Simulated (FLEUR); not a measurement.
# 1 ML Ni on Pt(001), 3 substrate layers: anisotropy by force theorems

Aim: the anisotropy of 1 ML Ni on Pt(001), 3 substrate layers from single passes in the potential of one collinear state.

Program: FLEUR MaX-R8.1. Level of theory: PBE; all-electron FLAPW film, Dirac cores, scalar-relativistic bands. Results are calculated unless marked as measured.

Report form: the programs' logs are mostly left out.

### 1. Set-up

The cell holds 4 atoms: 3 Pt and 1 Ni. Cell: a = 2.773 Å, b = 2.773 Å, c = 19.816 Å, α = 90.0°, β = 90.0°, γ = 90.0°. Vacuum lies along c.

Coordinates:

```xyz
4
Lattice="2.7731 0.0000 0.0000 0.0000 2.7731 0.0000 0.0000 0.0000 19.8163" Properties=species:S:1:pos:R:3
Pt    0.0000    0.0000    7.0000
Pt    1.3866    1.3866    8.9609
Pt    0.0000    0.0000   10.9218
Ni    1.3866    1.3866   12.6768
```

It is built of layers of Pt (space group 225) and Ni (space group 225).

### 2. Reference state

The force theorems are single passes in this state's potential, so it has to be converged first.

No symmetry is used, so that later steps may turn the spins freely; k and −k are joined. FLEUR takes the sheet as a true film: the images along c are dropped, heights are typed in bohr, and the vacuum on both sides is semi-infinite. inpgen writes inp.xml from crystal.txt; cutoffs, mixing, functional, smearing and local orbitals are then set in the file. The k list scf (kpts.xml, not shown) is a Γ-centred 10×10×1 mesh; where the ranks do not divide the number of points, some are split in two of half the weight.

inp.xml

```
<?xml version="1.0" encoding="UTF-8" standalone="no"?>
<fleurInput fleurInputVersion="0.39">
   <comment>
      NiPt3
   </comment>
   <calculationSetup>
      <cutoffs Kmax="3.6" Gmax="10.8" GmaxXC="10.8" numbands="0"/>
      <scfLoop itmax="140" minDistance="0.00002" maxIterBroyd="15" imix="Anderson" alpha="0.03" precondParam="0.0" spinf="2.0" sdNocoIR="T"/>
      <coreElectrons ctail="F" frcor="F" kcrel="0" coretail_lmax="0"/>
      <xcFunctional name="pbe" relativisticCorrections="F"/>
      <magnetism jspins="2" l_noco="F" l_ss="F">
         <qss>0.0 0.0 0.0</qss>
         <mtNocoParams l_mperp="F" l_mtNocoPot="F" l_relaxSQA="F" mag_mixing_scheme="0" mix_RelaxWeightOffD="1.0" l_constrained="F" mix_constr="1.0"/>
         <sourceFreeMag l_sourceFree="F" l_scaleMag="F" mag_scale="1.0"/>
      </magnetism>
      <soc l_soc="F" theta="0.0" phi="0.0" spav="F"/>
      <expertModes spex="0" secvar="F"/>
      <geometryOptimization l_f="F" forcealpha="1.0" forcemix="BFGS" epsdisp="0.00001" epsforce="0.00001"/>
      <ldaU l_linMix="F" mixParam="0.05" spinf="1.0"/>
   </calculationSetup>
   <cell>
      <bzIntegration valenceElectrons="66.0" mode="hist" fermiSmearingEnergy="0.00183747">
         <kPointListSelection listName="scf"/>
         <xi:include xmlns:xi="http://www.w3.org/2001/XInclude" href="kpts.xml"> </xi:include>
      </bzIntegration>
      <xi:include xmlns:xi="http://www.w3.org/2001/XInclude" href="sym.xml"> </xi:include>
      <filmLattice scale="1.0" dVac="16.25" dTilda="18.75">
         <bravaisMatrixFilm>
            <row-1>    5.2404580976381219     0.0000000000000000</row-1>
            <row-2>    0.0000000000000000     5.2404580976381219</row-2>
         </bravaisMatrixFilm>
         <vacuumEnergyParameters vacuum="1" spinUp="-.25" spinDown="-.25"/>
         <vacuumEnergyParameters vacuum="2" spinUp="-.25" spinDown="-.25"/>
      </filmLattice>
   </cell>
   <atomSpecies>
      <species name="Platinum (Pt)" element="Pt" atomicNumber="78">
         <mtSphere radius="2.36" gridPoints="781" logIncrement="0.017"/>
         <atomicCutoffs lmax="8" lnonsphr="6"/>
         <electronConfig flipSpins="F">
            <coreConfig>(1s1/2) (2s1/2) (2p1/2) (2p3/2) (3s1/2) (3p1/2) (3p3/2) (4s1/2) (3d3/2) (3d5/2) (4p1/2) (4p3/2) (5s1/2) (4d3/2) (4d5/2) (4f5/2) (4f7/2)</coreConfig>
            <valenceConfig>(5p1/2) (5p3/2) (6s1/2) (5d3/2) (5d5/2)</valenceConfig>
            <stateOccupation state="(6s1/2)" spinUp="0.500000" spinDown="0.500000"/>
            <stateOccupation state="(5d3/2)" spinUp="1.800000" spinDown="1.800000"/>
            <stateOccupation state="(5d5/2)" spinUp="2.700000" spinDown="2.700000"/>
         </electronConfig>
         <energyParameters s="6" p="6" d="5" f="5"/>
         <lo type="SCLO" l="1" n="5" eDeriv="0"/>
      </species>
      <species name="Nickel (Ni1.000" element="Ni" atomicNumber="28">
         <mtSphere radius="2.36" gridPoints="781" logIncrement="0.016"/>
         <atomicCutoffs lmax="8" lnonsphr="6"/>
         <electronConfig flipSpins="F">
            <coreConfig>(1s1/2) (2s1/2) (2p1/2) (2p3/2)</coreConfig>
            <valenceConfig>(3s1/2) (3p1/2) (3p3/2) (4s1/2) (3d3/2) (3d5/2)</valenceConfig>
            <stateOccupation state="(3d3/2)" spinUp="1.6" spinDown="1.6"/>
            <stateOccupation state="(3d5/2)" spinUp="2.9" spinDown="1.9"/>
         </electronConfig>
         <energyParameters s="4" p="4" d="3" f="4"/>
         <lo type="SCLO" l="0" n="3" eDeriv="0"/>
         <lo type="SCLO" l="1" n="3" eDeriv="0"/>
      </species>
   </atomSpecies>
   <atomGroups>
      <atomGroup species="Platinum (Pt)">
         <filmPos label="                   1">.0000000000 .0000000000 -5.3637871323</filmPos>
         <force calculate="T" relaxXYZ="TTT"/>
         <nocoParams  alpha="0.0" beta="0.0"/>
      </atomGroup>
      <atomGroup species="Platinum (Pt)">
         <filmPos label="                   2">1.000/2.000 1.000/2.000 -1.6582239731</filmPos>
         <force calculate="T" relaxXYZ="TTT"/>
         <nocoParams  alpha="0.0" beta="0.0"/>
      </atomGroup>
      <atomGroup species="Platinum (Pt)">
         <filmPos label="                   3">.0000000000 .0000000000 2.0473391861</filmPos>
         <force calculate="T" relaxXYZ="TTT"/>
         <nocoParams  alpha="0.0" beta="0.0"/>
      </atomGroup>
      <atomGroup species="Nickel (Ni1.000">
         <filmPos label="                   4">1.000/2.000 1.000/2.000 5.3637871323</filmPos>
         <force calculate="T" relaxXYZ="TTT"/>
         <nocoParams  alpha="0.0" beta="0.0"/>
      </atomGroup>
   </atomGroups>
   <output dos="F" band="F" slice="F">
      <bandDOS minEnergy="-.5*Htr" maxEnergy="0.5*Htr" sigma="0.015" storeEVData="T"/>
      <plotting iplot="0" polar="F">
         <plot TwoD="T" vec1="  1.0  0.0  0.0" vec2="  0.0  1.0  0.0" vec3="  0.0  0.0  1.0" zero="  0.0  0.0 -0.5" file="plot"/>
      </plotting>
      <moessbauerParams electricFieldGradient="F" isomerShift="F" coreHyperfine="F" valenceHyperfine="F"/>
   </output>
</fleurInput>
```

crystal.txt

```
NiPt3
&input film=T cartesian=F /
2.77313100000  0.00000000000  0.00000000000
0.00000000000  2.77313100000  0.00000000000
0.00000000000  0.00000000000  1.00000000000
1.8897261246
1.0 1.0 1.0

4
78 0.00000000000  0.00000000000  -5.36378713226
78 0.50000000000  0.50000000000  -1.65822397309
78 0.00000000000  0.00000000000  2.04733918609
28 0.50000000000  0.50000000000  5.36378713226 : 1.000

&kpt div1=10 div2=10 div3=1 gamma=T /
```

Started as:

```sh
OMP_NUM_THREADS=1 inpgen -f crystal.txt -nosym -noco > inpgen.log  # inp.xml is then edited as shown
OMP_NUM_THREADS=1 mpirun -n 4 fleur_MPI > fleur.log
```

Wall time 6.6 min (4 MPI ranks of Arm Neoverse V1, shared host); peak memory 1 GiB; 26 min of CPU time.

Spin moment in the muffin-tin sphere by atom:

| atom | spin moment in the muffin-tin sphere (μB) |
| --- | --- |
| Pt1 | 0.003 |
| Pt2 | 0.124 |
| Pt3 | 0.298 |
| Ni4 | 0.825 |

Read from the output:

| Property | Result |
| --- | --- |
| free energy | -1547265.0456 eV |
| program's band gap on this mesh (in a metal only a level spacing) | 1.00e-10 eV |
| magnetization | 1.193 μB |
| final state | ferromagnetic |

After 68 cycles the largest moment stands at 0.825 μB.

### 3. Anisotropy by the force theorem, rung 1

Anisotropy is a small difference, so it is taken from sums over occupied states at a frozen potential, where most errors cancel.

One pass with spin–orbit coupling for each direction, from the saved density. The k list mae (kpts.xml, not shown) is a Γ-centred 18×18×1 mesh.

Edit inp.xml of step 2 so:

```diff
@@ -6,4 +6,4 @@
    <calculationSetup>
-      <cutoffs Kmax="3.6" Gmax="10.8" GmaxXC="10.8" numbands="0"/>
-      <scfLoop itmax="140" minDistance="0.00002" maxIterBroyd="15" imix="Anderson" alpha="0.03" precondParam="0.0" spinf="2.0" sdNocoIR="T"/>
+      <cutoffs Kmax="3.6" Gmax="10.8" GmaxXC="10.8" numbands="146"/>
+      <scfLoop itmax="1" minDistance="0.00002" maxIterBroyd="15" imix="Anderson" alpha="0.03" precondParam="0.0" spinf="2.0" sdNocoIR="T"/>
       <coreElectrons ctail="F" frcor="F" kcrel="0" coretail_lmax="0"/>
@@ -15,3 +15,3 @@
       </magnetism>
-      <soc l_soc="F" theta="0.0" phi="0.0" spav="F"/>
+      <soc l_soc="T" theta="0.0" phi="0.0" spav="F"/>
       <expertModes spex="0" secvar="F"/>
@@ -22,3 +22,3 @@
       <bzIntegration valenceElectrons="66.0" mode="hist" fermiSmearingEnergy="0.00183747">
-         <kPointListSelection listName="scf"/>
+         <kPointListSelection listName="mae"/>
          <xi:include xmlns:xi="http://www.w3.org/2001/XInclude" href="kpts.xml"> </xi:include>
@@ -92,2 +92,5 @@
    </output>
+   <forceTheorem>
+      <MAE theta="0.0 1.5707963 1.5707963 0.7853982" phi="0.0 0.0 1.5707963 0.0"/>
+   </forceTheorem>
 </fleurInput>
```

Started as:

```sh
OMP_NUM_THREADS=1 mpirun -n 4 fleur_MPI -warn_only > fleur.log
```

Elapsed: 3.5 min, on 4 MPI ranks; peak memory 1.8 GiB.

Anisotropy energies, by row:

| axis | x | y | z | band energy less the first axis' (meV a cell) |
| --- | --- | --- | --- | --- |
| z | 0 | 0 | 1 | 0 |
| x | 1 | 0 | 0 | -0.7234 |
| y | 0 | 1 | 0 | -0.7234 |
| 45 degrees from z toward x | 0.7071 | 0 | 0.7071 | -0.3263 |

Shape anisotropy is not in these numbers.

### 4. Anisotropy by the force theorem, rung 2

A second rung shows how far the first can be trusted.

The k list mae (kpts.xml, not shown) is a Γ-centred 28×28×1 mesh.

inp.xml is that of step 3.

The job ended after 8.6 min (4 MPI ranks; peak memory 3.6 GiB).

Anisotropy energies, by row:

| axis | x | y | z | band energy less the first axis' (meV a cell) |
| --- | --- | --- | --- | --- |
| z | 0 | 0 | 1 | 0 |
| x | 1 | 0 | 0 | -0.4795 |
| y | 0 | 1 | 0 | -0.4795 |
| 45 degrees from z toward x | 0.7071 | 0 | 0.7071 | -0.2461 |

### 5. Spin–orbit coupling, moments along z

Spin–orbit coupling ties the spins to the lattice and lets orbital moments form.

A new self-consistent run of the start ferro +, with the moments along z. The k list default-1 (kpts.xml, not shown) is a Γ-centred 31×31×1 mesh.

Edit inp.xml of step 2 so:

```diff
@@ -6,12 +6,8 @@
    <calculationSetup>
-      <cutoffs Kmax="3.6" Gmax="10.8" GmaxXC="10.8" numbands="0"/>
+      <cutoffs Kmax="3.6" Gmax="10.8" GmaxXC="10.8" numbands="146"/>
       <scfLoop itmax="140" minDistance="0.00002" maxIterBroyd="15" imix="Anderson" alpha="0.03" precondParam="0.0" spinf="2.0" sdNocoIR="T"/>
-      <coreElectrons ctail="F" frcor="F" kcrel="0" coretail_lmax="0"/>
+      <coreElectrons ctail="T" frcor="F" kcrel="0" coretail_lmax="0"/>
       <xcFunctional name="pbe" relativisticCorrections="F"/>
-      <magnetism jspins="2" l_noco="F" l_ss="F">
-         <qss>0.0 0.0 0.0</qss>
-         <mtNocoParams l_mperp="F" l_mtNocoPot="F" l_relaxSQA="F" mag_mixing_scheme="0" mix_RelaxWeightOffD="1.0" l_constrained="F" mix_constr="1.0"/>
-         <sourceFreeMag l_sourceFree="F" l_scaleMag="F" mag_scale="1.0"/>
-      </magnetism>
-      <soc l_soc="F" theta="0.0" phi="0.0" spav="F"/>
+      <magnetism jspins="2"/>
+      <soc l_soc="T" theta="0.0" phi="0.0" spav="F"/>
       <expertModes spex="0" secvar="F"/>
@@ -22,3 +18,3 @@
       <bzIntegration valenceElectrons="66.0" mode="hist" fermiSmearingEnergy="0.00183747">
-         <kPointListSelection listName="scf"/>
+         <kPointListSelection listName="default-1"/>
          <xi:include xmlns:xi="http://www.w3.org/2001/XInclude" href="kpts.xml"> </xi:include>
@@ -67,3 +63,2 @@
          <force calculate="T" relaxXYZ="TTT"/>
-         <nocoParams  alpha="0.0" beta="0.0"/>
       </atomGroup>
@@ -72,3 +67,2 @@
          <force calculate="T" relaxXYZ="TTT"/>
-         <nocoParams  alpha="0.0" beta="0.0"/>
       </atomGroup>
@@ -77,3 +71,2 @@
          <force calculate="T" relaxXYZ="TTT"/>
-         <nocoParams  alpha="0.0" beta="0.0"/>
       </atomGroup>
@@ -82,3 +75,2 @@
          <force calculate="T" relaxXYZ="TTT"/>
-         <nocoParams  alpha="0.0" beta="0.0"/>
       </atomGroup>
```

Edit crystal.txt of step 2 so:

```diff
@@ -14,2 +14,3 @@
 
-&kpt div1=10 div2=10 div3=1 gamma=T /
+&soc 0.0000000 0.0000000 /
+&kpt div1=31 div2=31 div3=1 gamma=T /
```

Started as:

```sh
OMP_NUM_THREADS=1 inpgen -f crystal.txt > inpgen.log  # inp.xml is then edited as shown
OMP_NUM_THREADS=1 mpirun -n 4 fleur_MPI > fleur.log
```

Run time: 47 min. Hardware: 4 MPI ranks; peak memory 1.4 GiB.

Spin moment in the muffin-tin sphere by atom:

| atom | spin moment in the muffin-tin sphere (μB) |
| --- | --- |
| Pt1 | 0.052 |
| Pt2 | 0.133 |
| Pt3 | 0.259 |
| Ni4 | 0.827 |

Read from the output:

| Property | Result |
| --- | --- |
| free energy | -1547268.7568 eV |
| program's band gap on this mesh (in a metal only a level spacing) | 1.69e-4 eV |
| magnetization | 1.224 μB |
| final state | ferromagnetic |
| orbital moment along the spin | 0.0692 μB |

Orbital moment in the sphere, along the spin axis by atom:

| atom | orbital moment in the sphere, along the spin axis (μB) |
| --- | --- |
| Pt1 | 0.0144 |
| Pt2 | 0.0128 |
| Pt3 | 0.0556 |
| Ni4 | 0.0692 |

### 6. Results

| Property | Result |
| --- | --- |
| reference state | ferromagnetic |
| largest sphere moment | 0.825 μB |
| easy direction of those tried | the plane normal to z |
| energy along x less z, force theorem | -0.480 meV a primitive cell |
| orbital moment on the atom of largest spin, along its spin (spin–orbit run) | 0.0692 μB |

In words: By the force theorem the moments prefer the plane normal to z, with no direction in it resolved; shape anisotropy is not in it, and in a film it favours the plane. The difference for the second direction goes from -0.72 meV (mesh 18×18×1, 146 states, 14 min of CPU time) to -0.48 meV (mesh 28×28×1, 146 states, 34 min), so it is not converged. The orbital moment is parallel to the spin, as Hund's third rule has it for a shell over half filled. The state was typed, and no other order was converged beside it, so it need not be the ground state. A substrate of 3 unrelaxed layers is a model; thickness and relaxation can move these numbers.

[Logs and program files are shortened in this print: banners, set-up blocks, solver, clock and traceback lines can be left out without a mark of their own.]

[Logs are printed without paths, hosts, clocks, repeated set-up lines and the standing remarks that a program may print on its own settings, such as how far it seeks lower states.]

[Hosts, paths, dates, database ids (printed as entryN), source tags and the programs' standing remarks are cut or masked in the printed files.]

[Where a cell is said to come from a database of computed structures, the database is the Materials Project.]
